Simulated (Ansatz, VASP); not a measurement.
# H6Rh in VASP and in Ansatz

Contents of INCAR:

```
PREC = Accurate
ENCUT = 600
EDIFF = 1E-6
ISMEAR = 0
SIGMA = 0.1
LREAL = False
LASPH = True
NELM = 100
ALGO = Normal
ISIF = 3
LWAVE = False
LCHARG = False
GGA = PE
IBRION = 2
NSW = 100
EDIFFG = -0.01
```

The input KPOINTS:

```
regular mesh
0
Gamma
  12 12 12
```

File POSCAR:

```
H6Rh
1.0
    0.0000000000      2.8822636980      2.8822636980
    2.8822636980      0.0000000000      2.8822636980
    2.8822636980      2.8822636980      0.0000000000
H Rh
6 1
Direct
    0.8448157570      0.4655527289      0.8448157570
    0.8448157570      0.8448157570      0.8448157570
    0.4655527289      0.8448157570      0.8448157570
    0.8448157570      0.8448157570      0.4655527289
    0.2500000000      0.2500000000      0.2500000000
    0.5000000000      0.5000000000      0.5000000000
    0.0000000000      0.0000000000      0.0000000000
```

Input for Ansatz:

```yaml
crystal:
  lattice:
    - [0.0, 2.882263698, 2.882263698]
    - [2.882263698, 0.0, 2.882263698]
    - [2.882263698, 2.882263698, 0.0]
  atoms:
    - { symbol: H, position: [0.844815757, 0.4655527289, 0.844815757] }
    - { symbol: H, position: [0.844815757, 0.844815757, 0.844815757] }
    - { symbol: H, position: [0.4655527289, 0.844815757, 0.844815757] }
    - { symbol: H, position: [0.844815757, 0.844815757, 0.4655527289] }
    - { symbol: H, position: [0.25, 0.25, 0.25] }
    - { symbol: H, position: [0.5, 0.5, 0.5] }
    - { symbol: Rh, position: [0.0, 0.0, 0.0] }
basis:
  ecutwfc: 420
kpoints:
  mp_grid: { grid: [12, 12, 12] }
hamiltonian:
  xc: pbe
scf:
  occupations: { method: gaussian, width: 0.1 }
output:
  forces: true
  stress: true
  eigenvalues: true
  write_density: true
  write_potential: true
  elf: true
  volumetric_format: npy
relax:
  adjacent_minimum: "off"
  f_tol: 0.01
  max_steps: 80
  cell: { stress_tol: 0.05 }
```

Alike in both runs: task relaxation of cell and atoms; functional PBE; k mesh 12 × 12 × 12; occupations gaussian, width 0.1 eV; no spin polarisation.

|  | VASP | Ansatz |
| --- | --- | --- |
| version | VASP 6.6.1 | Ansatz 0.2.0 |
| potentials or method | VASP PAW PBE potentials, release 64 (H, Rh_pv) | scalar-relativistic, plane waves, PAW |
| plane-wave cutoff (eV) | 600 | 420 |
| valence electrons in the cell | 21 | 23 |

```tsv
	VASP	Ansatz	Ansatz less VASP
gap on the k mesh at the Fermi level, each at its own relaxed structure (eV)	none	none	-
relaxed volume (Å³/atom)	6.80	6.80	+0.001
relaxed cell length with the largest relative difference (Å)	4.069	4.069	+0.0002
```

A gap of «none» marks a metal or a gap that the smearing closes. The two sets of potentials don't hold the same shells in valence.
